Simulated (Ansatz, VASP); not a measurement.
# Cross-check of TaO2 between VASP and Ansatz

One calculation is typed for both programs; each brings its own data sets. How far apart do they land? Of the first pair: The structure shown is the start of the Ansatz relaxation below; VASP solves that cell, so the two are compared at the walk's first step.

Method: plane waves, with VASP 6.6.1 beside it; PBE, in Ansatz 0.2.0.

**1. The starting structure**

The cell holds 3 atoms: 1 Ta and 2 O. Its edges and angles: a = 7.073 Å, b = 2.676 Å, c = 30.873 Å, α = 90.0°, β = 90.0°, γ = 19.2°. Vacuum lies along c. The height across the vacuum is the one that the program set for its solve, not the one typed.

**2. Ansatz: relaxation, PBE**

Ansatz runs on its default PAW (the set named soft_2) files.

The two programs are compared at the cell with which this relaxation starts, whose forces are those of its first step.

input.yaml reads:

```yaml
crystal:
  lattice:
    - [7.07335605, 0.0, 0.0]
    - [2.52761062, 0.87862533, 0.0]
    - [0.0, 0.0, 20.338]
  atoms:
    - { symbol: Ta, position: [0.0, 0.0, 0.5] }
    - { symbol: O, position: [0.658, 0.342, 0.4130541] }
    - { symbol: O, position: [0.658, 0.342, 0.5869459] }
  periodic: [true, true, false]
kpoints:
  mp_grid: { grid: [29, 29, 1] }
scf:
  occupations: { method: fermi_dirac, width: 0.05 }
hamiltonian:
  xc: pbe
  pseudopotentials: { kind: paw }
output:
  forces: true
  stress: true
relax:
  f_tol: 0.02
  max_steps: 50
  cell: {}
```

Run with:

```sh
> ansatz run input.yaml --threads 4 --pin off --max-ram 8192MiB --backend cpu --events-out ev --progress --plain --runs-dir out
```

Numbers of over 12 decimals in the logs are rounded to 6 here.

The program printed:

```text
Warning: crystal.periodic: the lattice vector that does not repeat stood 0.000° off the slab's normal, 20.338 Å along it as the deck builds it. The run solves the slab on a vector along the normal, 30.873 Å long, with every atom where it was (on the deck's vector they left 16.80 Å outside them, and the widest stretch free of ions among them is 1.77 Å). A fractional position that the run reports is one of the run's ce [...]
crystal.periodic: the lattice vector that does not repeat stood 0.000° off the slab's normal, 20.338 Å along it as the deck builds it. The run solves the slab on a vector along the normal, 30.873 Å long, with every atom where it was (on the deck's vector they left 16.80 Å outside them, and the widest stretch free of ions among them is 1.77 Å). A fractional position that the run reports is one of the run's cell, which [...]
basis.fft_grid_basis auto: the FFT boxes are laid along the combinations [[1, -2, 0], [0, 1, 0], [0, 0, 1]] of the cell's own vectors, 2.676, 2.676 and 30.873 Å long. The dense box has 24×18×216 points. Along the cell's own vectors, as sized, it would have 48×18×216, 2.00 times as many. basis.fft_grid_basis: typed keeps the cell's own vectors: state it where this run's energies or levels are differenced outside the engine with another run's, or held beside a run that keeps those vectors.
Engine: ansatz 0.2.0, x86_64-unknown-linux-gnu
Pseudopotentials: kind: paw
Pseudopotential: Ta, paw, valence charge 13, recommended cutoff 420 eV (normal), Ta.paw.azcp
Pseudopotential: O, paw, valence charge 6, recommended cutoff 420 eV (normal), O.paw.azcp
Functional definition: PBE
  parameter kappa = 0.804
  parameter beta = 0.066725
  exchange = pbe_x(kappa = kappa, mu = beta*pi^2/3)
  correlation = pbe_c(beta = beta)
Crystal: 3 atoms, lattice volume = 191.872 Å³
Basis set: ecut = 420 eV, 3813 PW (Γ), FFT grids on a1−2a2, a2, a3, exchange–correlation on 48×36×432 points (8 copies of the dense FFT grid, shifted against one another)
Bands: 17, of which v1, the nominal top of the filled ones, is band 13 counted from 1 (12 counted from 0)
Symmetry: 4 space group operations
Space group: Amm2 (ITA 38), of the structure as read, at distance tolerance 5.8e-5 Å
k-points: 225 of 841 (time reversal used)
Non-local potential: Ta, projectors of the file, l = 0: 3, l = 1: 2, l = 2: 2, l = 3: 1
Non-local potential: O, projectors of the file, l = 0: 2, l = 1: 2, l = 2: 1
PAW form: soft (Blöchl's): semilocal exchange-correlation on the pseudo side does not see the compensation charge
PAW one-centre angular grid: Ta, 590 points (default); XC on 64 Gauss nodes
PAW one-centre angular grid: O, 110 points (default); XC on 64 Gauss nodes
Initial density: superposition of atomic densities (neutral atoms: chi_scale 0, normalization atom), corrected by the library's trained network
Initial wavefunctions: pseudopotential atomic-orbital guess
[...]
SCF iter   1: F=—  HF=-11069.085398 eV  |F-HF|=—  |Δ(HF+E_count)|=         —  Δρ=1.51e-3  dr2=1.03e-3  ethr=3.22e-6  ⟨swp⟩=5.3  Hψ=50655  notcnv=0
preconditioner: auto → LDOS  [metal: Δε(μ)=0.005 eV  Ē_g=12.130 eV  σ=0.050 eV  W_gap=0.03  n_scr=18 (ndim 8)  ℏωp=10.0 eV  f_vac=0.823  D(μ)=2.10/eV (n_scr^D=12)  β→1.0]
SCF iter   2: F=—  HF=-11069.088677 eV  |F-HF|=—  |Δ(HF+E_count)|=   3.28e-3  Δρ=6.44e-4  dr2=5.75e-4  ethr=3.22e-6  ⟨swp⟩=3.3  Hψ=7549  notcnv=0
SCF iter   3: F=—  HF=-11069.088527 eV  |F-HF|=—  |Δ(HF+E_count)|=   1.51e-4  Δρ=7.13e-5  dr2=3.80e-6  ethr=2.30e-6  ⟨swp⟩=2.8  Hψ=6578  notcnv=0
SCF iter   4: F=—  HF=-11069.088564 eV  |F-HF|=—  |Δ(HF+E_count)|=   3.70e-5  Δρ=1.86e-5  dr2=8.25e-7  ethr=1.52e-8  ⟨swp⟩=4.3  Hψ=10308  notcnv=0
SCF iter   5: F=—  HF=-11069.088659 eV  |F-HF|=—  |Δ(HF+E_count)|=   9.50e-5  Δρ=6.21e-6  dr2=9.66e-8  ethr=3.30e-9  ⟨swp⟩=3.3  Hψ=7406  notcnv=0
SCF iter   6: F=—  HF=-11069.088659 eV  |F-HF|=—  |Δ(HF+E_count)|=   1.36e-7  Δρ=1.34e-6  dr2=4.01e-9  ethr=3.86e-10  ⟨swp⟩=3.2  Hψ=7978  notcnv=0
SCF iter   7: F=—  HF=-11069.088659 eV  |F-HF|=—  |Δ(HF+E_count)|=   2.94e-8  Δρ=4.34e-7  dr2=5.65e-10  ethr=1.60e-11  ⟨swp⟩=4.0  Hψ=9053  notcnv=0
SCF iter   8: F=-11069.088659 eV  HF=-11069.088659 eV  |F-HF|=1.20e-10  |Δ(HF+E_count)|=  9.84e-10  Δρ=8.19e-8  dr2=1.07e-11  ethr=1.00e-12  ⟨swp⟩=10.2  Hψ=32865  notcnv=0
SCF 10 converged in 8 iterations: F = -11069.088659 eV  dr2 = 1.07e-11
relax step  10: F+E_penalty+E_count = -11069.08865902 eV  Δ(F+E_penalty+E_count) = -1.072e-1 eV  max|allowed force component| = 1.723e-2 eV/Å  Δτ_max = 0.0000 Å  P = +2.224 N/m  Ω = 233.151 Å³  fix = [c, alpha, beta]  reactions: c +0.000 N/m  stress off target by 2.28e0 N/m on what of the cell is left free  SCF on the basis re-selected at this cell (its energy is not comparable with the rows above)  (8 SCF iters)
[...]
relax step  11: F+E_penalty+E_count = -11069.09392759 eV  Δ(F+E_penalty+E_count) = -5.269e-3 eV  max|allowed force component| = 1.972e-2 eV/Å  Δτ_max = 0.0041 Å  P = +0.340 N/m  Ω = 236.030 Å³  energy of the carried Pulay correction = -2.003e-3 eV  fix = [c, alpha, beta]  reactions: c +0.000 N/m  (4 SCF iters, dr2 threshold 3.00e-7 eV, accepted)
[...]
relax step  12: F+E_penalty+E_count = -11069.09374102 eV  Δ(F+E_penalty+E_count) = +1.866e-4 eV  max|allowed force component| = 9.933e-4 eV/Å  Δτ_max = 0.0010 Å  P = +0.006 N/m  Ω = 236.538 Å³  energy of the carried Pulay correction = -2.378e-3 eV  fix = [c, alpha, beta]  reactions: c +0.000 N/m  (3 SCF iters, dr2 threshold 1.76e-7 eV, accepted)
[...]
relax step  13: F+E_penalty+E_count = -11069.09619033 eV  Δ(F+E_penalty+E_count) = -2.449e-3 eV  max|allowed force component| = 9.311e-4 eV/Å  Δτ_max = 0.0000 Å  P = +0.029 N/m  Ω = 236.538 Å³  fix = [c, alpha, beta]  reactions: c +0.000 N/m  stress off target by 3.01e-2 N/m on what of the cell is left free  SCF on the basis re-selected at this cell (its energy is not comparable with the rows above)  (6 SCF iters)
basis re-selected at this cell: Δ(F+E_penalty+E_count) = -2.449e-3 eV, ΔP = +0.023 N/m vs the last step (what re-selecting the basis moved, of the pressure what is left beyond the Pulay correction that the steps carried, after the strain that the cell walked since its last selection, with what the two solves' SCF thresholds leave and, on support functions, any second-order correction that the steps lacked; it is no m [...]
SCF converged after 6 iterations
Free energy (F): -11069.096190 eV
Harris-Foulkes:  -11069.096190 eV  (|F-HF|=4.87e-10)
Internal energy: -11069.079071 eV  (E = F + TS)
E sigma→0 (E₀):  -11069.087631 eV
Entropy (-TS):   -0.017120 eV (-5.707 meV/atom)
Fermi energy:    -6.807530 eV
--- Per-component energies (eV) ---
  E_band       = -645.033476
  E_kinetic    = 715.023221
  E_local      = -50190.071243  (includes V_loc(G=0)·N_el)
  E_nonlocal   = 110.025551
  E_hartree    = 24647.903261
  E_xc         = -365.529783
  E_vxc        = -391.639518  (∫ρ·V_xc dr)
  E_paw        = -8712.504595  (= ΣΔE_a)
  E_vpaw       = -184.183011  (= ΣTr[D̂ρ^β])
  E_aug_tail   = 0.005114  (compensation charges beyond the density's cutoff)
  E_ewald      = 22726.069404
  E_smearing   = -0.017120  (= −TS)
  E_closure    = -0.000000  (closes the sum)
  Σ components = -11069.096190   (vs F -11069.096190, Δ=0.00e0)
--- Forces (eV/Å), atoms counted from 1 ---
  atom   1  Ta    -0.00048888     0.00009449    -0.00000000
  atom   2  O      0.00024464    -0.00004729    -0.00093107
  atom   3  O      0.00024464    -0.00004729     0.00093107
  max |Σ_I F_I| component: 4.09e-7 eV/Å
--- 2D stress c σ (N/m, compression-positive) ---
        0.027992       0.000406       0.000000
        0.000406       0.030014       0.000000
        0.000000       0.000000       0.000000
  P = ½ c Tr σ = 0.0290 N/m
--- Relaxed structure (11 steps of the walk, 11 accepted, 2 SCFs on fresh bases) ---
  F+E_penalty+E_count = -11069.09619033 eV   max|allowed force component| = 9.311e-4 eV/Å   (the final SCF, on the basis selected at the relaxed cell)
  cell:  # Å, volume = 236.5384 Å³
    - [7.827244, 0.010619, 0.0]
    - [2.798326, 0.982634, 0.0]
    - [0.0, 0.0, 30.873223]
  atoms:
    - { symbol: Ta, position: [0.00280203, -0.00280203, 0.329379] }
    - { symbol: O, position: [0.656599, 0.343401, 0.291005] }
    - { symbol: O, position: [0.656599, 0.343401, 0.367754] }
```

**3. VASP: single point, PBE, start cell, pair 1**

The same cell, functional, mesh and smearing now go to VASP, with its own data sets.

Lines of VASP's logs that name or quote its potential files are left out, and so is its time.

INCAR reads:

```
SYSTEM = TaO2
PREC = Accurate
ENCUT = 520
EDIFF = 1E-06
NELM = 120
ISMEAR = -1
SIGMA = 0.05
LREAL = .FALSE.
ALGO = Normal
GGA = PE
NBANDS = 17
LASPH = .TRUE.
LORBIT = 11
LWAVE = .FALSE.
LCHARG = .FALSE.
ISIF = 2
LDIPOL = .TRUE.
IDIPOL = 3
DIPOL = 0.5 0.5 0.329
LVHAR = .TRUE.
GGA_COMPAT = .FALSE.
NELMDL = -8
KPAR = 2
```

POSCAR reads:

```
TaO2
1.0
    7.0733560000      0.0000000000      0.0000000000
    2.5276110000      0.8786250000      0.0000000000
    0.0000000000      0.0000000000     30.8732230000
Ta O
1 2
Direct
    0.0000000000      0.0000000000      0.3293792812
    0.6579998686      0.3420002845      0.2721029159
    0.6579998686      0.3420002845      0.3866556465
```

KPOINTS reads:

```
Automatic mesh
0
Gamma
29 29 1
0 0 0
```

The projector-augmented-wave data sets are Ta_pv and O (PBE family, release 64).

Run with:

```sh
> mpirun -np 2 vasp_std
```

The program printed:

```text
[banner, memory and clock lines left out]
running    2 mpi-ranks, on    1 nodes
 distrk:  each k-point on    1 cores,    2 groups
 distr:  one band on    1 cores,    1 groups

 POSCAR found type information on POSCAR TaO
 POSCAR found :  2 types and       3 ions
 LDA part: xc-table for (Slater+PW92), standard interpolation
 POSCAR, INCAR and KPOINTS ok, starting setup
 FFT: planning ... GRIDC
 FFT: planning ... GRID_SOFT
 FFT: planning ... GRID
 WAVECAR not read
 entering main loop
       N       E                     dE             d eps       ncg     rms          rms(c)
DAV:   1     0.168013519399E+03    0.16801E+03   -0.11163E+04  9522   0.102E+03
DAV:   2    -0.930378082446E+01   -0.17732E+03   -0.17143E+03 11070   0.243E+02
DAV:   3    -0.268205609861E+02   -0.17517E+02   -0.17190E+02 10437   0.817E+01
DAV:   4    -0.270295342500E+02   -0.20897E+00   -0.20845E+00  9649   0.103E+01
DAV:   5    -0.270319142247E+02   -0.23800E-02   -0.23737E-02 10617   0.106E+00
DAV:   6    -0.270319594242E+02   -0.45199E-04   -0.45130E-04  9692   0.144E-01
DAV:   7    -0.270319607562E+02   -0.13320E-05   -0.13314E-05 10362   0.216E-02
DAV:   8    -0.270319608035E+02   -0.47234E-07   -0.46202E-07  8054   0.394E-03    0.193E+01
DAV:   9    -0.302498675014E+02   -0.32179E+01   -0.11124E+02  8361   0.437E+01    0.203E+01
DAV:  10    -0.236134501501E+02    0.66364E+01   -0.50379E+01  8703   0.345E+01    0.885E+00
DAV:  11    -0.233770928249E+02    0.23636E+00   -0.91069E+00  8461   0.150E+01    0.384E+00
DAV:  12    -0.230811488540E+02    0.29594E+00   -0.89002E-01  8312   0.518E+00    0.777E-01
DAV:  13    -0.230733806468E+02    0.77682E-02   -0.31014E-02  9480   0.121E+00    0.449E-01
DAV:  14    -0.230702937088E+02    0.30869E-02   -0.64166E-03  9235   0.515E-01    0.243E-01
[...]
DAV:  19    -0.230691935743E+02   -0.17889E-04   -0.62129E-06  7921   0.168E-02    0.778E-03
DAV:  20    -0.230692110957E+02   -0.17521E-04   -0.34806E-06  6597   0.103E-02    0.348E-03
DAV:  21    -0.230692326184E+02   -0.21523E-04   -0.16922E-06  7030   0.603E-03    0.333E-03
DAV:  22    -0.230692383475E+02   -0.57291E-05   -0.13884E-07  5929   0.219E-03    0.194E-03
DAV:  23    -0.230692440812E+02   -0.57337E-05   -0.53480E-07  6585   0.400E-03    0.108E-03
DAV:  24    -0.230692468129E+02   -0.27317E-05   -0.74339E-08  4691   0.148E-03    0.411E-04
DAV:  25    -0.230692481657E+02   -0.13529E-05   -0.36869E-08  4327   0.786E-04    0.849E-05
DAV:  26    -0.230692489936E+02   -0.82790E-06   -0.25185E-08  4589   0.546E-04
   1 F= -.23069249E+02 E0= -.23047317E+02  d E =-.438632E-01
```

(Part 1 of 2 ends here.)

[Lines on the potential files, build, host, timing and source positions are cut from VASP's logs without a mark.]

[Logs are printed without paths, hosts, clocks, repeated set-up lines and the standing remarks that a program may print on its own settings, such as how far it seeks lower states.]

[Hosts, paths, dates, database ids (printed as entryN), source tags and the programs' standing remarks are cut or masked in the printed files.]
